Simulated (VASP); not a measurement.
**InP: elastic constants with AM05**

InP:

```xyz
2
Lattice="0.0000 2.9305 2.9305 2.9305 0.0000 2.9305 2.9305 2.9305 0.0000" Properties=species:S:1:pos:R:3 pbc="T T T"
In    0.0000    0.0000    0.0000
P     4.3957    4.3957    4.3957
```

```
Program                   : VASP 6.6.1
Task                      : elastic constants
Functional                : AM05
Potentials or basis       : VASP PAW PBE potentials, release 54 (In_d, P)
Cutoff                    : 600 eV
k mesh                    : 6 × 6 × 6
Occupations               : gaussian, width 0.2 eV
Spin                      : no spin polarisation
Ions in elastic constants : relaxed
Further INCAR settings    : ALGO = Damped; EDIFF = 1e-08; IMIX = 1; AMIX = 0.4; IBRION = 6; POTIM = 0.015; NSW = 1; ISIF = 3
```

The relaxed volume is 25.52 Å³/atom and the relaxed cell is a = 4.163 Å, b = 4.163 Å, c = 4.163 Å, α = 60.00°, β = 60.00°, γ = 60.00°. The space group after relaxing (to 0.05 Å) is F-43m (No. 216), the elastic constants C11, C12, C44 are 94, 50, 44 GPa and the voigt bulk modulus is 65 GPa. The highest phonon frequency at Γ, LO-TO splitting left out is 293 cm⁻¹.

The path:
```tsv
step	energy change (eV)	largest force (eV/Å)	pressure (GPa)	volume (Å³)
1	0.0000	0.0000	0.93	50.33
2	-0.0015	0.0000	-0.45	51.40
3	-0.0020	0.0000	0.01	51.03
```

Final structure:
```cif
data_structure
_symmetry_space_group_name_H-M 'P 1'
_symmetry_Int_Tables_number 1
_cell_length_a 4.1634
_cell_length_b 4.1634
_cell_length_c 4.1634
_cell_angle_alpha 60.000
_cell_angle_beta 60.000
_cell_angle_gamma 60.000
_cell_volume 51.03
loop_
_atom_site_label
_atom_site_type_symbol
_atom_site_fract_x
_atom_site_fract_y
_atom_site_fract_z
_atom_site_occupancy
In1 In 0.00000 0.00000 0.00000 1
P1 P 0.75000 0.75000 0.75000 1
```

Phonon frequencies in cm⁻¹ (negative: imaginary):
| q point | frequencies |
| --- | --- |
| (0.000, 0.000, 0.000) | 0 0 0 293 293 293 |

Elastic tensor in Voigt notation (GPa, in the Cartesian axes of the cell as first typed):
```
94 50 50  0  0  0
50 94 50  0  0  0
50 50 94  0  0  0
 0  0  0 44  0  0
 0  0  0  0 44  0
 0  0  0  0  0 44
```

Clamped-ion elastic tensor (GPa):
```
94 50 50  0  0  0
50 94 50  0  0  0
50 50 94  0  0  0
 0  0  0 67  0  0
 0  0  0  0 67  0
 0  0  0  0  0 67
```

It took 24 min on 1 thread of AMD EPYC 9R14 (Zen 4) (shared host), peak memory 0.31 GiB.

Caveat: the PAW data sets were made with another functional, which shifts forces and pressure a little.
